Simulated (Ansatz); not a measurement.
**KBr: energy along a strain**

KBr, Fm-3m, a = 6.585 Å (as given, not relaxed at this level: 0.8 GPa). Ansatz: PBE, PAW, 420 eV, Γ-centred 6×6×6 mesh on 2 atoms, Gaussian smearing 0.05 eV; no spin polarisation. Cell vectors (Å): 0.000 3.292 3.292; 3.292 0.000 3.292; 3.292 3.292 0.000. The cell is strained by x per cent times the pattern (1 1 0 0 0 0) in the order xx yy zz yz xz xy (engineering shears), with fractional coordinates held. y is the free energy over the start, V0 = 35.693 Å³/atom. Points with a strain past 8.5 % were computed too (3) and aren't used here.

| x (%) | y (meV/atom) |
| --- | --- |
| -7.50 | ? |
| -5.00 | 49.66 |
| -2.50 | 16.27 |
| 0.00 | 0.00 |
| 2.50 | -3.61 |
| 5.00 | 2.01 |
| 7.50 | 14.25 |

Q: Fit y = c1 x + c2 x² + c3 x³ to the other rows, get the stiffness along the pattern, and predict the missing energy.

A: Least squares on the rows shown. y = −3.8229 x + 1.0354 x² − 0.036486 x³. The clamped-ion stiffness p·C·p = 2 × 10.35 eV × 160.2 / 35.693 Å³ = 93 GPa (second derivative at the start, which stands under stress). At x = -7.50 the fit asked for gives 102.31 meV/atom. The run gave 105.96 meV/atom, so the fit is 3.65 meV/atom too low, 3.3 % of the span of the series, against an rms of 0.18 meV/atom on the fitted rows. The row lies outside the fitted range. With a term in x⁴ added, a fit to the same known rows predicts 105.51 meV/atom, so most of the miss is curvature that the known rows already hold.